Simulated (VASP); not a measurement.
# Settings for Tl: energy along a vibration (SMASS = -2)

Tl, Im-3m (no. 229), atoms displaced along the mode, 2 atoms in the cell. PBE, energy along a line of displacements; PAW potentials Tl (PBE set). VASP 6.6.1.

Wanted: harmonic frequency within 1 %.

Space group without the displacement: Im-3m (no. 229); Mode: mode at H.

POSCAR of the starting run:
```
Tl
1.0
    3.9119903470      0.0000000000      0.0000000000
    0.0000000000      3.9119903470      0.0000000000
    0.0000000000      0.0000000000      3.9119903470
Tl
2
Direct
   -0.0102249741      0.0000000000      0.0000000000
    0.5102249741      0.5000000000      0.5000000000

    0.0100000000   0.0000000000   0.0000000000
   -0.0100000000   0.0000000000   0.0000000000
```

The series start from k mesh: 5 × 5 × 5; Cutoff (eV): 260; Step along the mode (Å): 0.02; Precision and projection: Accurate, reciprocal space. Each series keeps the choices made before it, and each single choice may use up half of a tolerance.

## k mesh

| k mesh | Harmonic frequency (THz) | Time (s) |
|---|---|---|
| 2 × 2 × 2 | -8.029 | 70 |
| 3 × 3 × 3 | 0.8587 | 35 |
| 4 × 4 × 4 | -2.91 | 45 |
| 5 × 5 × 5 | 2.224 | 52 |
| 6 × 6 × 6 | 2.166 | 81 |
| 8 × 8 × 8 | 0.5325 | 131 |
| 10 × 10 × 10 (reference) | 2.038 | 208 |

## Cutoff (eV)

| Cutoff (eV) | Harmonic frequency (THz) | Time (s) |
|---|---|---|
| 140 | 2.035 | 92 |
| 170 | 2.037 | 161 |
| 200 | 2.038 | 138 |
| 230 | 2.038 | 169 |
| 260 | 2.038 | 208 |
| 300 (reference) | 2.039 | 326 |

## Precision and projection

| Precision and projection | Harmonic frequency (THz) | Time (s) |
|---|---|---|
| Accurate, reciprocal space | 2.037 | 94 |
| Normal, reciprocal space | 2.039 | 62 |
| Normal, Auto | 2.04 | 98 |

## Question

The rows run from the loosest to the tightest (no order: precision and projection). For each series: choose the loosest value from which every tighter one stays within half of the tolerance; where there is no order, keep the first row unless others stay within half of the tolerance and take at least 30 % less time, and then take the fastest.

## Answer

- k mesh: 10 × 10 × 10, the tightest run, since the next looser one is off by more than half of the tolerance (convergence isn't shown beyond it)
- Cutoff (eV): 140
- Precision and projection: Normal, reciprocal space

Also changed on the way, by series that aren't shown: Step along the mode (Å): 0.04.

## All choices together

| Input | Harmonic frequency (THz) | Time (s) |
|---|---|---|
| defaults on a coarse mesh (naive) | 0.8288 | 6.7 |
| chosen settings | 2.039 | 62 |
| reference settings throughout | 2.039 | 247 |

The chosen settings stay within the tolerance of the reference run, but the reference itself isn't shown to be converged in: k mesh.

## The input

INCAR:
```
GGA = PE
PREC = Normal
ENCUT = 140
EDIFF = 1E-7
ALGO = Normal
LREAL = False
LASPH = True
ISMEAR = 1
SIGMA = 0.15
ISYM = 0
LWAVE = False
LCHARG = False
IBRION = 0
SMASS = -2
POTIM = 1
NSW = 9
NELMIN = 4
IWAVPR = 11
KPAR = 2
```

KPOINTS:
```
Automatic mesh
0
Gamma
  10 10 10
  0 0 0
```

POSCAR:
```
Tl
1.0
    3.9119903470      0.0000000000      0.0000000000
    0.0000000000      3.9119903470      0.0000000000
    0.0000000000      0.0000000000      3.9119903470
Tl
2
Direct
   -0.0204499482      0.0000000000      0.0000000000
    0.5204499482      0.5000000000      0.5000000000

    0.0200000000   0.0000000000   0.0000000000
   -0.0200000000   0.0000000000   0.0000000000
```

Commands:
```
cat potpaw_PBE.64/Tl/POTCAR > POTCAR
mpirun -np 2 vasp_std > vasp.out
```

The chosen input took VASP 6.6.1 62 s on 2 cores (AMD EPYC 7R43 (Zen 3)), a shared host.
